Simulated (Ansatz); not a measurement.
**ScAl3: properties at the relaxed cell**

One table from this session's results is given with a row withheld; the runs are named, their logs left out.

Computed with Ansatz 0.2.0 (DFT PBE, scalar-relativistic, plane waves, PAW, unless a step's input says otherwise).

1 further run of the same task is left out (set aside as unsound or not needed).

### The system as given

It takes space group Pm-3m (No. 221, cubic). Conventional cell: a = 4.105 Å, b = 4.105 Å, c = 4.105 Å, α = 90.00°, β = 90.00°, γ = 90.00°. Around Sc (site symmetry m-3m) lie 12 Al at 2.90 Å. Around Al (site symmetry 4/mmm) lie 4 Sc at 2.90 Å and 8 Al at 2.90 Å.

Structure file:

```cif
data_structure
_symmetry_space_group_name_H-M 'P 1'
_symmetry_Int_Tables_number 1
_cell_length_a 4.1053
_cell_length_b 4.1053
_cell_length_c 4.1053
_cell_angle_alpha 90.000
_cell_angle_beta 90.000
_cell_angle_gamma 90.000
_cell_volume 69.19
loop_
_atom_site_label
_atom_site_type_symbol
_atom_site_fract_x
_atom_site_fract_y
_atom_site_fract_z
_atom_site_occupancy
Sc1 Sc 0.00000 0.00000 0.00000 1
Al1 Al 0.50000 0.00000 0.50000 1
Al2 Al 0.00000 0.50000 0.50000 1
Al3 Al 0.50000 0.50000 0.00000 1
```

It goes back to an entry of the Materials Project.

This cell was relaxed beforehand with the same method: volume 17.30 Å³/atom, gap on the mesh none (metal).

The first run:

The input, input.yaml:

```yaml
crystal:
  lattice:
    - [4.1053305961, 0.0, 0.0]
    - [0.0, 4.1053305961, 0.0]
    - [0.0, 0.0, 4.1053305961]
  atoms:
    - { symbol: Sc, position: [0.0, 0.0, 0.0] }
    - { symbol: Al, position: [0.5, 0.0, 0.5] }
    - { symbol: Al, position: [0.0, 0.5, 0.5] }
    - { symbol: Al, position: [0.5, 0.5, 0.0] }
basis:
  ecutwfc: 420
kpoints:
  mp_grid: { grid: [10, 10, 10] }
  band_path:
    path:
      - [[0.0, 0.0, 0.0], [0.0, 0.5, 0.0], [0.5, 0.5, 0.0], [0.0, 0.0, 0.0], [0.5, 0.5, 0.5], [0.0, 0.5, 0.0]]
      - [[0.5, 0.5, 0.5], [0.5, 0.5, 0.0]]
    npoints: 14
hamiltonian:
  xc: pbe
scf:
  occupations: { method: gaussian, width: 0.1 }
  n_extra_bands: 10
output:
  forces: true
  stress: true
  eigenvalues: true
  populations: true
  dos: { projected: true, de: 0.02, nscf_kmesh: { grid: [15, 15, 15] } }
  bader: true
  write_density: true
  write_potential: true
  elf: true
  volumetric_format: npy
```

Command:

```sh
ansatz run input.yaml --threads 1 --pin off --max-ram 2560MiB --backend cpu --events-out ev --progress --plain --runs-dir out
```

Among the steps run: Bands, states and charges; The cell scaled to 0.97 of its volume; The cell scaled to 1.03 of its volume; Point at V/V0 = 0.94; Point at V/V0 = 1.06.

One of the session's tables, all rows but one given; the rest of the session is left out.

It belongs to the step «Fit of the equation of state». 

| volume (Å³/atom) | energy above the lowest point (meV/atom) | pressure (GPa) |
| --- | --- | --- |
| 16.260 | 18.4 | 6.07 |
| 16.779 | 4.3 | 2.80 |
| 17.298 | 0.0 | -0.01 |
| 17.816 | ? | ? |
| 18.335 | 15.4 | -4.45 |

**Question.** Estimate the row for volume (Å³/atom) = 17.816.

Worked estimate for «energy above the lowest point (meV/atom)». A straight line through the neighbours (17.298, 0.0) and (18.335, 15.4) gives 0.0 + (15.4 − 0.0) × (17.816 − 17.298) / (18.335 − 17.298) = 7.7; a parabola fitted to 3 rows on both sides gives 3.7.

**Answer.** energy above the lowest point (meV/atom): 4.1; pressure (GPa): -2.41. In «energy above the lowest point (meV/atom)» the line misses by +3.6 and the parabola by -0.4.
